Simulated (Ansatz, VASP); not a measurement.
## Ge: VASP beside Ansatz

INCAR

```
SYSTEM = Ge
  PREC = Accurate
  ENCUT = 520
  EDIFF = 1E-7
  ISMEAR = 0
  SIGMA = 0.1
  LREAL = .FALSE.
  LASPH = .TRUE.
  NELM = 100
  ALGO = Normal
  ISIF = 2
  LWAVE = .FALSE.
  LCHARG = .TRUE.
  GGA = PE
  LELF = .TRUE.
  LVHAR = .TRUE.
  NBANDS = 21
```

Contents of KPOINTS:

```
Automatic mesh
0
G
  6 6 4
  0 0 0
```

Contents of POSCAR:

```
Ge
1.0
    3.2836711800      0.0000000000      0.0000000000
    0.0000000000      3.2836711800      0.0000000000
    0.0000000000      0.0000000000      4.3522751100
Ge
2
Direct
    0.0000000000      0.5000000000      0.7434377600
    0.5000000000      0.0000000000      0.2565622400
```

Input for Ansatz:

```yaml
crystal:
  lattice:
    - [3.28367118, 0.0, 0.0]
    - [0.0, 3.28367118, 0.0]
    - [0.0, 0.0, 4.35227511]
  atoms:
    - { symbol: Ge, position: [0.0, 0.5, 0.74343776] }
    - { symbol: Ge, position: [0.5, 0.0, 0.25656224] }
basis:
  ecutwfc: 420
kpoints:
  mp_grid: { grid: [6, 6, 4] }
hamiltonian:
  xc: pbe
scf:
  occupations: { method: gaussian, width: 0.1 }
  lower_state_search: "off"
output:
  forces: true
  stress: true
  eigenvalues: true
```

Alike in both runs: task single point; functional PBE; k mesh 6 × 6 × 4; occupations gaussian, width 0.1 eV; no spin polarisation.

|  | VASP | Ansatz |
| --- | --- | --- |
| version | VASP 6.6.1 | Ansatz 0.2.0 |
| potentials or method | VASP PAW PBE potentials, release 64 (Ge_d) | scalar-relativistic, plane waves, PAW |
| plane-wave cutoff (eV) | 520 | 420 |
| valence electrons in the cell | 28 | 28 |

Ansatz gave:

- gap on the k mesh at the Fermi level (eV): none
- pressure (GPa): -7.0
- largest component of the traceless stress (GPa): 1.90

Task: Estimate VASP's values.

Result: gap on the k mesh at the Fermi level (eV): none; pressure (GPa): -7.1; largest component of the traceless stress (GPa): 1.88.

A gap of «none» marks a metal or a gap that the smearing closes. With one functional, cell and mesh, what is left measures potentials, basis and numerics.

Caveats: the k mesh is coarse (spacing up to 0.36 Å⁻¹), so the values aren't converged.
